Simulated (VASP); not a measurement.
Wanted: the native input for a VASP 6.6.1 run.

```
Task                   : relaxation of cell and atoms
Functional             : PBEsol
Potentials or basis    : VASP PAW PBE potentials, release 64 (Si)
Cutoff                 : 600 eV
k mesh                 : 18 × 18 × 15
Occupations            : methfessel-paxton, width 0.1 eV
Spin                   : no spin polarisation
Further INCAR settings : ALGO = Normal; EDIFF = 1e-07; IBRION = 2; EDIFFG = -0.005; NSW = 90; ISIF = 3
```

The structure of Si lies in POSCAR:

```
Si                                      
1.0
    2.6211508726     -0.0000000000      0.0000000000
   -1.3105754363      2.2699832428      0.0000000000
    0.0000000000      0.0000000000      2.4815519525
  Si            
     1
Direct
     0.0000000000000000    0.0000000000000000    1.0000000000000000
```

This isn't the form of Si at room conditions, which is diamond.

The input as run:

INCAR

```
SYSTEM = Si
ALGO = Normal
EDIFF = 1E-7
EDIFFG = -0.005
ENCUT = 600
GGA = PS
IBRION = 2
ISIF = 3
ISMEAR = 1
LASPH = .TRUE.
LCHARG = .FALSE.
LREAL = .FALSE.
LWAVE = .FALSE.
NELM = 80
NSW = 90
PREC = Accurate
SIGMA = 0.1
```

KPOINTS

```
k-points
0
G
  18 18 15
  0 0 0
```

Potentials or basis: VASP PAW PBE potentials, release 64 (Si).

Run with:

```console
$ cat potpaw_PBE.64/Si/POTCAR > POTCAR
$ mpirun -np 1 vasp_std > vasp.out
```

It gave:

```json
{"Pressure after relaxing": "0.0 GPa", "Band gap on the k mesh": "none (metal or under the smearing width)"}
```

Caveat: the relaxation stopped at its first step, so nothing moved; the PAW data sets were made with another functional, which shifts forces and pressure a little.

It took 12 s on 1 thread of Intel(R) Xeon(R) Platinum 8488C (Sapphire Rapids), with other jobs on the host, peak memory 0.15 GiB.
